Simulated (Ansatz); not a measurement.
# NaI (Fm-3m) in Ansatz: a series of runs

Runs on NaI. Level: PBEsol. Tasks: band structure.

Everything below comes from runs of Ansatz 0.2.0. Logs are shortened: lines on timing, memory, paths and dates and some standing lists are left out, and cuts for length are marked.

### 1 Starting point

It takes space group Fm-3m (No. 225, cubic). Conventional cell: a = 6.473 Å, b = 6.473 Å, c = 6.473 Å, α = 90.00°, β = 90.00°, γ = 90.00°. I (site symmetry m-3m) is surrounded by 6 Na at 3.24 Å. Around Na (site symmetry m-3m) lie 6 I at 3.24 Å.

### 2 Band structure, PBEsol

Contents of input.yaml:

```yaml
crystal:
  lattice:
    - [0.0, 3.2364, 3.2364]
    - [3.2364, 0.0, 3.2364]
    - [3.2364, 3.2364, 0.0]
  atoms:
    - { symbol: I, position: [0.5, 0.5, 0.5] }
    - { symbol: Na, position: [0.0, 0.0, 0.0] }
kpoints:
  mp_grid: { grid: [7, 7, 7] }
  band_path:
    path:
      - [0.0, 0.0, 0.0]
      - [0.5, 0.0, 0.5]
      - [0.5, 0.25, 0.75]
      - [0.375, 0.375, 0.75]
      - [0.0, 0.0, 0.0]
      - [0.5, 0.5, 0.5]
      - [0.625, 0.25, 0.625]
      - [0.5, 0.25, 0.75]
    npoints: 12
scf:
  occupations: { method: fermi_dirac, width: 0.05 }
hamiltonian:
  xc: pbesol
  pseudopotentials: { kind: all_electron, lapw: { basis_error: 0.001 } }
output:
  forces: true
  stress: true
  eigenvalues: true
```

Potentials or basis: all-electron LAPW, scalar-relativistic.

On the command line:

```bash
$ ansatz run input.yaml --threads 1 --pin off --max-ram 3072MiB --backend cpu --events-out ev --progress --plain --runs-dir out
```

The log of the run:

```text
Warning: RAYON_NUM_THREADS=1 ignored (pool sized by the plan → 1); use --threads N
LAPW: plane waves up to 5.907 Å⁻¹, error target 1.0e-3 eV per atom; small_component_spin mean_spin; Na in spheres of 1.519 Å, 9 of its electrons in bands, Dirac shells []; I in spheres of 1.717 Å, 25 of its electrons in bands, Dirac shells [] (how accurate: hamiltonian.pseudopotentials.lapw.basis_error, Limitations)
Engine: ansatz 0.2.0, x86_64-unknown-linux-gnu
Pseudopotentials: kind: all_electron
Pseudopotential: I, LAPW, valence charge 25, lapw/all_electron/scalar/gaussian/I, Koelling and Harmon's equation, gaussian nucleus
Pseudopotential: Na, LAPW, valence charge 9, lapw/all_electron/scalar/gaussian/Na, Koelling and Harmon's equation, gaussian nucleus
Functional definition: PBEsol
  exchange = pbesol_x
  correlation = pbesol_c
Crystal: 2 atoms, lattice volume = 67.798 Å³
Basis set: ecut = 132.92456813429945 eV, 259 PW (Γ), exchange–correlation at level 2
Bands: 21, of which v1, the nominal top of the filled ones, is band 17 counted from 1 (16 counted from 0)
Symmetry: 48 space group operations
Space group: Fm-3m (ITA 225), of the structure as read, at distance tolerance 4.1e-5 Å
k-points: 20 of 343
Non-local potential: I, projectors of the file, none
Non-local potential: Na, projectors of the file, none
Initial density: superposition of atomic densities (chi_scale 0.1, normalization cell, long waves kept (reshape's long-wave potential 0.00 eV rms))
Initial wavefunctions: plane waves of lowest kinetic energy (no species holds an atomic orbital)
Functional: x = pbesol(κ = 0.804, μ = 0.12345679012345678), c = pbesol(β = 0.046)
iter 1 solved again at ethr=4.60e-4 eV; its pass at ethr=1.00e-1 eV (dr2=1.56e-1 eV) is discarded
SCF iter   1: F=—  HF=-197973.396710 eV  |F-HF|=—  |Δ(HF+E_count)|=         —  Δρ=9.49e-3  dr2=1.57e-1  ethr=4.60e-4  ⟨swp⟩=2.8  Hψ=2666  notcnv=0
preconditioner: auto → none  [insulator: Δε(μ)=3.725 eV  Ē_g=10.738 eV  σ=0.050 eV  W_gap=1.00  n_scr=14 (ndim 8)  ℏωp=12.8 eV  f_vac=0.066  D(μ)=0.00/eV (n_scr^D=0)  ε∞_Penn≈2.4]
iter 2 solved again at ethr=4.10e-5 eV; its pass at ethr=4.60e-4 eV (dr2=1.40e-2 eV) is discarded
SCF iter   2: F=—  HF=-197973.342874 eV  |F-HF|=—  |Δ(HF+E_count)|=   5.38e-2  Δρ=2.97e-3  dr2=1.40e-2  ethr=4.10e-5  ⟨swp⟩=2.0  Hψ=2141  notcnv=0
SCF iter   3: F=—  HF=-197973.343932 eV  |F-HF|=—  |Δ(HF+E_count)|=         —  Δρ=1.08e-3  dr2=1.80e-3  ethr=4.10e-5  ⟨swp⟩=2.0  Hψ=1247  notcnv=0
the basis was enlarged: its passes take 74.6 KiB over the memory plan, 1 of 1 planned eigensolver slots
SCF iter   4: F=—  HF=-197973.344459 eV  |F-HF|=—  |Δ(HF+E_count)|=   5.27e-4  Δρ=1.75e-4  dr2=3.04e-5  ethr=5.29e-6  ⟨swp⟩=2.0  Hψ=1207  notcnv=0
SCF iter   5: F=—  HF=-197973.344518 eV  |F-HF|=—  |Δ(HF+E_count)|=   5.90e-5  Δρ=3.06e-5  dr2=9.87e-7  ethr=8.95e-8  ⟨swp⟩=3.0  Hψ=1252  notcnv=0
SCF iter   6: F=—  HF=-197973.344520 eV  |F-HF|=—  |Δ(HF+E_count)|=   2.14e-6  Δρ=2.95e-6  dr2=9.13e-9  ethr=2.90e-9  ⟨swp⟩=3.0  Hψ=1254  notcnv=0
SCF iter   7: F=-197973.344520 eV  HF=-197973.344520 eV  |F-HF|=2.24e-9  |Δ(HF+E_count)|=   3.52e-8  Δρ=1.12e-6  dr2=1.40e-9  ethr=2.68e-11  ⟨swp⟩=3.0  Hψ=1256  notcnv=0
SCF 1 converged in 7 iterations: F = -197973.344520 eV  dr2 = 1.40e-9
NSCF: frozen V_eff on 85 k-points
SCF converged after 7 iterations
Free energy (F): -197973.344520 eV
Harris-Foulkes:  -197973.344520 eV  (|F-HF|=2.24e-9)
Internal energy: -197973.344520 eV  (E = F + TS)
E sigma→0 (E₀):  -197973.344520 eV
Fermi energy:    5.633471 eV
--- Per-component energies (eV) ---
  E_band       = -1628.511192
  E_kinetic    = 209255.385734
  E_xc         = -5239.681335
  E_electrostatic = -401989.048919  (all electrons and nuclei)
  E_smearing   = -0.000000  (= −TS)
  E_closure    = 0.000000  (closes the sum)
  E_atoms      = -197967.695372  (free atoms, spherical and without spin; not in F)
  Σ components = -197973.344520   (vs F -197973.344520, Δ=0.00e0)
  Basis errors (estimates in eV, not in F): energy 3.9e-4 per atom: plane waves 3.5e-4 (1.9e-4 summed), levels above the bands 3.6e-58, relativity 1.2e-8, radial functions 4.1e-5, core shells 6.5e-13; eigenvalues (radial functions only) 4.1e-6; not estimated: angular momenta, meshes, grids; target (lapw.basis_error) 1.0e-3; muffin-tin radii Na 1.519 Å, I 1.717 Å
--- Forces (eV/Å), atoms counted from 1 ---
  atom   1  I      0.00000000    -0.00000000    -0.00000000
  atom   2  Na     0.00000000     0.00000000     0.00000000
  max |Σ_I F_I| component: 4.33e-30 eV/Å
--- Stress (GPa, compression-positive) ---
       -0.504172      -0.000000       0.000000
       -0.000000      -0.504172      -0.000000
        0.000000      -0.000000      -0.504172
  P = ⅓ Tr σ = -0.5042 GPa (-5.042 kbar)
--- Band table (eV; the first three rows and the last of 20) ---
  k-point 0: bands = ["-169.2215", "-116.2864", "-116.2864", "-116.2864", "-46.3795", "-39.2066", "-39.2066", "-39.2028", "-39.2028", "-39.2028", "-18.4602", "-18.4602", "-18.4602", "-7.2456", "3.8171", "3.8171", "3.8171", "7.3266", "11.6932", "11.6932", "11.6932"]
  k-point 1: bands = ["-169.2215", "-116.2864", "-116.2864", "-116.2864", "-46.3794", "-39.2066", "-39.2066", "-39.2028", "-39.2027", "-39.2027", "-18.4612", "-18.4602", "-18.4602", "-7.1902", "3.2282", "3.7593", "3.7593", "7.9808", "11.2385", "11.8712", "11.8712"]
  k-point 2: bands = ["-169.2215", "-116.2864", "-116.2864", "-116.2864", "-46.3794", "-39.2066", "-39.2066", "-39.2027", "-39.2027", "-39.2027", "-18.4635", "-18.4603", "-18.4603", "-7.0598", "2.2824", "3.6367", "3.6367", "8.7261", "11.4050", "11.6232", "11.6232"]
  k-point 19: bands = ["-169.2215", "-116.2864", "-116.2864", "-116.2864", "-46.3794", "-39.2066", "-39.2065", "-39.2027", "-39.2026", "-39.2025", "-18.4632", "-18.4632", "-18.4616", "-6.8529", "2.3032", "2.3676", "3.0507", "9.4964", "10.7411", "11.6487", "12.0494"]
```

Run time: 7.8 s. Hardware: 1 thread of Intel Xeon Platinum 8488C (Sapphire Rapids), shared host; peak memory 0.28 GiB.

What came out:

- Free energy: -197973.3445 eV
- Pressure: -0.5 GPa
- Band gap on the k mesh: 3.51 eV, direct
- Band gap along the path: 3.51 eV, direct

Levels at the corners of the path, in eV from the valence-band top:
| point | band 14 | band 15 | band 16 | band 17 | band 18 | band 19 | band 20 | band 21 |
| --- | --- | --- | --- | --- | --- | --- | --- | --- |
| Γ | -11.06 | 0.00 | 0.00 | 0.00 | 3.51 | 7.88 | 7.88 | 7.88 |
| X | -10.67 | -1.94 | -0.76 | -0.76 | 4.45 | 5.44 | 9.71 | 11.18 |
| W | -10.66 | -1.43 | -1.43 | -0.94 | 5.80 | 7.38 | 7.38 | 7.83 |
| K | -10.67 | -1.67 | -1.36 | -0.61 | 5.15 | 6.59 | 8.57 | 9.18 |
| Γ | -11.06 | 0.00 | 0.00 | 0.00 | 3.51 | 7.88 | 7.88 | 7.88 |
| L | -10.75 | -2.21 | -0.29 | -0.29 | 4.95 | 7.40 | 7.40 | 8.70 |
| U | -10.67 | -1.67 | -1.36 | -0.61 | 5.15 | 6.59 | 8.57 | 9.18 |
| W | -10.66 | -1.43 | -1.43 | -0.94 | 5.80 | 7.38 | 7.38 | 7.83 |

Caveat: spin-orbit coupling is left out, which moves the levels of the heavy elements.

### 3 Band structure, PBEsol

input.yaml, as its differences from that of step 2:

```diff
@@ -25,3 +25,6 @@
   xc: pbesol
-  pseudopotentials: { kind: all_electron, lapw: { basis_error: 0.001 } }
+  pseudopotentials:
+    kind: all_electron
+    lapw: { basis_error: 0.001 }
+    relativity: none
 output:
```

Potentials or basis: all-electron LAPW, non-relativistic.

On the command line:

```bash
$ ansatz run input.yaml --threads 1 --pin off --max-ram 3072MiB --backend cpu --events-out ev --progress --plain --runs-dir out
```

It took 5.7 s on 1 thread of Intel Xeon Platinum 8488C (Sapphire Rapids), shared host; peak memory 0.28 GiB.

The run converged. Its results:

```
Free energy             : -192636.5076 eV
Pressure                : -0.3 GPa
Band gap on the k mesh  : 4.09 eV, direct
Band gap along the path : 4.09 eV, direct
```

Levels at the corners of the path, in eV from the valence-band top:
```
point  band 13  band 14  band 15  band 16  band 17  band 18  band 19  band 20  band 21
    Γ   -22.24    -9.80     0.00     0.00     0.00     4.09     7.72     7.72     7.72
    X   -22.24    -9.27    -1.97    -0.77    -0.77     4.47     5.33     9.82    11.22
    W   -22.24    -9.26    -1.46    -1.46    -0.96     5.76     7.31     7.31     7.91
    K   -22.24    -9.27    -1.70    -1.39    -0.62     5.14     6.53     8.57     9.07
    Γ   -22.24    -9.80     0.00     0.00     0.00     4.09     7.72     7.72     7.72
    L   -22.24    -9.38    -2.24    -0.29    -0.29     5.13     7.26     7.26     8.80
    U   -22.24    -9.27    -1.70    -1.39    -0.62     5.14     6.53     8.57     9.07
    W   -22.24    -9.26    -1.46    -1.46    -0.96     5.76     7.31     7.31     7.91
```

Caveat: relativity is left out, which matters for the heavier elements; spin-orbit coupling is left out, which moves the levels of the heavy elements.

### 4 Band structure, PBEsol

input.yaml, as its differences from that of step 3:

```diff
@@ -25,6 +25,3 @@
   xc: pbesol
-  pseudopotentials:
-    kind: all_electron
-    lapw: { basis_error: 0.001 }
-    relativity: none
+  pseudopotentials: { kind: all_electron, datasets: crystal }
 output:
```

Potentials or basis: all-electron PAW datasets made for the crystal.

On the command line:

```bash
$ ansatz run input.yaml --threads 1 --pin off --max-ram 3072MiB --backend cpu --events-out ev --progress --plain --runs-dir out
```

It took 12 s on 1 thread of Intel Xeon Platinum 8488C (Sapphire Rapids), shared host; peak memory 0.45 GiB.

It converged, with:

```yaml
Free_energy: -197973.3450 eV
Pressure: -0.5 GPa
Band_gap_on_the_k_mesh: 3.51 eV, direct
Band_gap_along_the_path: 3.51 eV, direct
```

Levels at the corners of the path, in eV from the valence-band top:
```csv
point,band 9,band 10,band 11,band 12,band 13,band 14,band 15,band 16,band 17
Γ,-22.28,-11.06,0.00,0.00,0.00,3.51,7.88,7.88,7.88
X,-22.28,-10.67,-1.94,-0.76,-0.76,4.45,5.44,9.71,11.18
W,-22.28,-10.66,-1.43,-1.43,-0.94,5.80,7.38,7.38,7.83
K,-22.28,-10.67,-1.67,-1.36,-0.61,5.15,6.59,8.57,9.18
Γ,-22.28,-11.06,0.00,0.00,0.00,3.51,7.88,7.88,7.88
L,-22.28,-10.75,-2.21,-0.29,-0.29,4.95,7.40,7.40,8.70
U,-22.28,-10.67,-1.67,-1.36,-0.61,5.15,6.59,8.57,9.18
W,-22.28,-10.66,-1.43,-1.43,-0.94,5.80,7.38,7.38,7.83
```

Caveat: spin-orbit coupling is left out, which moves the levels of the heavy elements. PBEsol gaps usually lie below the measured ones, often by a third to a half.

### 5 Band structure, PBEsol

input.yaml, as its differences from that of step 4:

```diff
@@ -25,3 +25,6 @@
   xc: pbesol
-  pseudopotentials: { kind: all_electron, datasets: crystal }
+  pseudopotentials:
+    kind: all_electron
+    lapw: { basis_error: 0.001 }
+    dirac_shells: { I: ["3p", "3d"] }
 output:
```

Potentials or basis: all-electron LAPW, inner shells corrected to Dirac's equation.

On the command line:

```bash
$ ansatz run input.yaml --threads 1 --pin off --max-ram 3072MiB --backend cpu --events-out ev --progress --plain --runs-dir out
```

Run time: 5.4 s. Hardware: 1 thread of Intel Xeon Platinum 8488C (Sapphire Rapids), shared host; peak memory 0.29 GiB.

The run converged. Its results:

```
Free energy             : -198042.5124 eV
Pressure                : -0.5 GPa
Band gap on the k mesh  : 3.51 eV, direct
Band gap along the path : 3.51 eV, direct
```

Levels at the corners of the path, in eV from the valence-band top:
```
point  band 14  band 15  band 16  band 17  band 18  band 19  band 20  band 21
    Γ   -11.06     0.00     0.00     0.00     3.51     7.88     7.88     7.88
    X   -10.67    -1.94    -0.76    -0.76     4.45     5.44     9.71    11.18
    W   -10.66    -1.43    -1.43    -0.94     5.80     7.38     7.38     7.83
    K   -10.67    -1.67    -1.36    -0.61     5.15     6.59     8.57     9.18
    Γ   -11.06     0.00     0.00     0.00     3.51     7.88     7.88     7.88
    L   -10.75    -2.21    -0.29    -0.29     4.95     7.40     7.40     8.70
    U   -10.67    -1.67    -1.36    -0.61     5.15     6.59     8.57     9.18
    W   -10.66    -1.43    -1.43    -0.94     5.80     7.38     7.38     7.83
```

Caveat: spin-orbit coupling is left out, which moves the levels of the heavy elements. Expect the measured gap to be larger: semilocal functionals such as PBEsol lack the derivative discontinuity.

### 6 The runs side by side

| potentials or basis | cutoff (eV) | basis error allowed | gap on the mesh (eV) | pressure (GPa) |
| --- | --- | --- | --- | --- |
| all-electron LAPW, scalar-relativistic | 133 | 0.001 eV/atom | 3.51 | -0.5 |
| all-electron LAPW, non-relativistic | 132 | 0.001 eV/atom | 4.09 | -0.3 |
| all-electron PAW datasets made for the crystal | 260 | - | 3.51 | -0.5 |
| all-electron LAPW, inner shells corrected to Dirac's equation | 133 | 0.001 eV/atom | 3.51 | -0.5 |

Alike in all rows: task band structure; level PBEsol; no spin polarisation; cell as given; k mesh 7 × 7 × 7; smearing fermi-dirac 0.05 eV.

Caveats: spin-orbit coupling is left out, which moves the levels of the heavy elements; relativity is left out, which matters for the heavier elements (some runs).

Compare energies only between runs with the same functional and basis.
